**Question: Does the functional with the pressure closest to zero describe PbSe best?**

I calculated lead selenide in one fixed cell with five density functionals and compared the pressures. The edge of the cell is about the one measured at room temperature, so I took zero as the right answer.

Plane-wave PAW density-functional calculations with VASP 6.6.1 for PbSe (Fm-3m, 2 atoms, conventional cubic edge fixed at 6.124 Å), without spin polarisation, spin–orbit coupling or dispersion correction. All runs use a 520 eV cutoff, an 8 × 8 × 8 k mesh and Gaussian smearing of 0.02 eV. Pressure is positive in compression.

```
functional                            potentials  pressure (GPa)
       LDA  VASP-PAW-LDA-potentials,-recommended          -2.090
       PBE  VASP-PAW-PBE-potentials,-recommended           2.320
    PBEsol  VASP-PAW-PBE-potentials,-recommended          -0.560
     HSE06  VASP-PAW-PBE-potentials,-recommended           1.120
      SCAN  VASP-PAW-PBE-potentials,-recommended           0.830
```

By that measure PBEsol wins, SCAN and HSE06 follow, and LDA and PBE are about equally bad. Is this a fair ranking? And why does PBE fail so clearly, when HSE06, which is built on it, does better?

**Answer**

Part of the ranking holds: PBEsol fits this cell best and PBE worst. The places in between aren't secure, because zero is the wrong target for a calculation with motionless atoms. There are two failures here, one in the functionals and one in the yardstick, and they are best taken in turn.

**What the pressure means**

Nothing is squeezing the crystal. The pressure in the table is the stress left over because the cell was prescribed instead of being allowed to relax. A positive value means that the functional would like a larger cell, a negative value that it would like a smaller one. PBE, HSE06 and SCAN therefore want to expand PbSe, while LDA and PBEsol want to shrink it.

To turn this into a length, use the bulk modulus, which is the pressure needed per relative change of volume. The volume of a cube changes by three times the relative change of its edge, as long as that change is small. Hence

pressure ≈ 3 × bulk modulus × relative change of edge.

With a roughly recalled bulk modulus of 50 GPa, PBE's 2.32 GPa corresponds to an edge about 1.5% longer than the one prescribed. LDA wants an edge about 1.4% shorter. No relaxed cells are available to test these lengths, and a real crystal softens as it expands, so PBE's own edge probably lies somewhat further out than this straight-line estimate.

**Why zero is the wrong target**

Real PbSe at room temperature is larger than the same crystal with its atoms at rest. Its bonds resist squeezing more than stretching, so vibrating atoms on average push their neighbours apart. The calculation has the larger cell but not the vibrations. A perfect functional would therefore find the static lattice stretched, and would report a negative pressure.

The size of this effect follows from the same relation. PbSe expands by roughly 0.00002 of its length per kelvin, again a recalled value. Carried straight down over 300 K, which also makes rough allowance for zero-point motion, this gives 0.00002 × 300 = 0.006, or 0.6% of the edge. The missing vibrational pressure is then 3 × 50 GPa × 0.006 = 0.9 GPa, so the target is about −0.9 GPa instead of zero.

That number is no better than its inputs. It also assumes that the prescribed edge really is the room-temperature one: an error of 0.1% in the edge would move the target by 0.15 GPa. The sign is safer than the size, since PbSe does expand on heating.

**Which part of the ranking survives**

Since the target is uncertain, the useful question is how far it can move before two functionals change places. PBEsol remains the closest of the five for any target between about −1.3 and +0.1 GPa. PBE remains the furthest off for any target below about +0.1 GPa. Both verdicts hold for zero and for the thermal estimate alike.

LDA is a different matter. Measured from zero it looks far worse than SCAN, but the two are equally far off if the target is −0.63 GPa, and for a more negative target LDA is the closer one. The estimate of −0.9 GPa lies on LDA's side of that point, though not by enough to settle the matter. LDA gains because part of its negative pressure is what a static calculation ought to show. The positive pressures of SCAN and HSE06, in contrast, understate their misfit. The printed analysis below gives the distance of each functional from both targets.

**Why PBE makes the cell too large**

The most telling comparison is PBE with PBEsol. The two have the same mathematical form and were run with the same potentials. They differ in the constants that set how strongly the energy responds to the gradient of the electron density, that is, to how quickly the density changes from place to place. This change alone moves the pressure by 2.88 GPa, more than the whole distance of PBE from zero.

A simple argument gives the direction, though these runs don't show which part of the crystal contributes most. What counts in the exchange energy is the gradient compared with the density itself. Where the electron clouds of neighbouring ions overlap, their opposite slopes partly cancel and the density is flattened. When the crystal expands, the overlap shrinks and the steeper slopes return. A functional that lowers the energy of steep density is therefore expected to reward expansion, and the reward appears as an outward push on the cell.

LDA has no gradient term and so lacks this push. It is well known to bind solids too tightly, and its negative pressure here fits that habit. PBE adds a gradient term of a strength that suits atoms and molecules, but the valence density of a solid usually varies more gently, and there the correction overshoots. PBEsol restores the weaker response that theory requires of exchange in a slowly varying density, and it lands between the other two.

This gives a rule that can be carried to similar solids: among functionals of this family, a stronger gradient dependence of exchange usually means a larger cell. The size of the shift depends on the material. In this table the step from LDA to PBE also includes a change of potentials, so it is a less clean measure of the gradient term than the step from PBEsol to PBE.

**Why HSE06 repairs only part of it**

HSE06 starts from PBE and replaces a quarter of its short-range exchange by exact exchange. The rest of the PBE exchange stays, together with PBE's correlation. The pressure falls by 1.20 GPa but remains positive. A plausible reading is that the hybrid keeps much of PBE's outward push because it keeps most of PBE's gradient-dependent exchange. The table shows the partial repair, but it can't separate the contributions behind it.

The exact exchange in HSE06 reduces the error that lets electrons spread out too far, which is important for band gaps. In these runs the gap indeed grows from 0.30 eV with PBE to 0.72 eV with HSE06. A functional can thus change the gap a great deal without bringing the cell size right, and the two should be judged separately. Neither gap should be compared directly with experiment, because spin–orbit coupling, left out here, is known to change the gap of PbSe strongly.

SCAN takes another route. It also uses the kinetic energy density of the electrons, which helps it to tell kinds of bonding apart. Its pressure is within 0.3 GPa of that of HSE06. I would treat the two as tied, since no convergence test is available and the exact exchange was evaluated with a reduced grid.

**How much blame the functionals deserve**

Not all of the misfit need come from the functionals themselves. None of the runs contains spin–orbit coupling, which matters for the electrons of lead, or an added dispersion correction. Such a correction would normally pull the ions together and so lower PBE's pressure; by how much is untested here. The comparison of PBE with PBEsol is still a fair measure of what their different gradient terms do, because both runs share these omissions. One caveat remains, for this comparison and beyond it: PBEsol, HSE06 and SCAN were run with potentials made for PBE, and the effect of this mismatch on their pressures is untested.

For practical work, fix the target before ranking the functionals. For a cubic crystal measured at or above its Debye temperature, where nearly all vibrations are well excited, multiply three times the bulk modulus by the linear expansion coefficient and the temperature, and put a minus sign in front. Then trust only those places in the ranking that stay the same when this target is moved by its own uncertainty.

Output of the analysis:

```
number of functionals that want a larger cell: 3
PBE minus LDA, GPa: 4.41
PBE minus PBEsol, same datasets, GPa: 2.88
PBE minus HSE06, same datasets, GPa: 1.2
HSE06 minus SCAN, GPa: 0.29
rough thermal expansion of the edge from the static lattice to 300 K, percent: 0.6
rough static pressure expected of an exact functional in this cell, GPa: -0.9
target at which LDA and PBEsol would be equally far off, GPa: -1.325
target at which PBEsol and SCAN would be equally far off, GPa: 0.135
target at which LDA and SCAN would be equally far off, GPa: -0.63
target at which LDA and HSE06 would be equally far off, GPa: -0.485
target at which LDA and PBE would be equally far off, GPa: 0.115
Misfit of each functional:
     row  wanted edge change in percent  distance from zero in GPa  distance from rough static target in GPa  gap on mesh in eV
     LDA                         -1.393                       2.09                                      1.19             0.1663
     PBE                          1.547                       2.32                                      3.22             0.2963
  PBEsol                        -0.3733                       0.56                                      0.34             0.2076
   HSE06                         0.7467                       1.12                                      2.02             0.7195
    SCAN                         0.5533                       0.83                                      1.73               0.51
```
